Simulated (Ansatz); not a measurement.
Two Ansatz runs on Na

The structure is an experimental refinement, used without relaxation. The listed cell was then made from it by scaling, straining or moving an atom.

First run: DFT, r2SCAN, PAW with Ansatz's default frozen-core files, scalar-relativistic (Ansatz 0.2.0).

Command: `ansatz run input.yaml --threads 1 --pin off --max-ram 2048MiB --backend cpu --events-out ev --progress --plain --runs-dir out` The run took 3.7 s on 1 thread of Arm Neoverse V1, on a shared host, peak memory 0.35 GiB.

```yaml
crystal:
  lattice:
    - [-2.088881627, 2.088881627, 2.088881627]
    - [2.088881627, -2.088881627, 2.088881627]
    - [2.088881627, 2.088881627, -2.088881627]
  atoms:
    - { symbol: Na, position: [0.0, 0.0, 0.0] }
kpoints:
  mp_grid: { grid: [11, 11, 11] }
scf:
  occupations: { method: fermi_dirac, width: 0.03 }
hamiltonian:
  xc: r2scan
  pseudopotentials: { kind: paw }
output:
  forces: true
  stress: true
  eigenvalues: true
  efg: { contact_densities: true }
```

Result: converged; pressure 0.26 GPa; 6 SCF iterations.

The input is then changed:

```diff
@@ -13,4 +13,5 @@
   xc: r2scan
   pseudopotentials: { kind: paw }
+  dispersion: d4
 output:
   forces: true
@@ -18,3 +19,5 @@
   eigenvalues: true
   efg: { contact_densities: true }
+basis:
+  ecutwfc: "600 eV"
```

(1) Predict the outcome of the changed run.

## Answers

(1) It converged; pressure 0.23 GPa; 6 SCF iterations.
